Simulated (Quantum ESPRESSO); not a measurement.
**Cd: zone-centre phonons under several settings**

```
Cd
1.0
     2.97887    0.00000    0.00000
    -1.48944    2.57978    0.00000
     0.00000    0.00000    5.61765
Cd
2
Direct
  0.66667 0.33333 0.75000
  0.33333 0.66667 0.25000
```

All runs used Quantum ESPRESSO 7.5; potentials GBRV 1.5 PBEsol; k mesh 7 × 7 × 4; no spin polarisation; cutoff 612 eV; occupations cold, width 0.2 eV.

| level | geometry | volume (Å³/atom) | pressure (GPa) | lowest optical mode without the field (cm⁻¹) | highest optical mode without the field (cm⁻¹) |
| --- | --- | --- | --- | --- | --- |
| PBEsol | relaxed at 0 GPa | 20.86 | 0.1 | 43 | 102 |
| PBEsol | relaxed at 5 GPa | 19.46 | 5.5 | 51 | 126 |
| PBEsol | relaxed at 10 GPa | ? | 11.0 | ? | ? |
| PBEsol | relaxed at 20 GPa | 17.14 | 21.6 | 69 | 176 |
| PBEsol | relaxed at 40 GPa | 15.49 | 42.1 | 91 | 229 |

Q: What stands in the row left open?

A: Volume 18.48 Å³/atom; lowest optical mode without the field 58 cm⁻¹; highest optical mode without the field 145 cm⁻¹.

Caveats: the mesh is thin for the phonons of a metal; the cell is more than 3 GPa from zero pressure, which shifts response properties (some runs); the volume moved by over 15 % at a fixed basis, so the end points are rough (some runs).

For the row left open. Caveat: the k mesh is coarse; the mesh is thin for the phonons of a metal; the cell is more than 3 GPa from zero pressure, which shifts response properties.
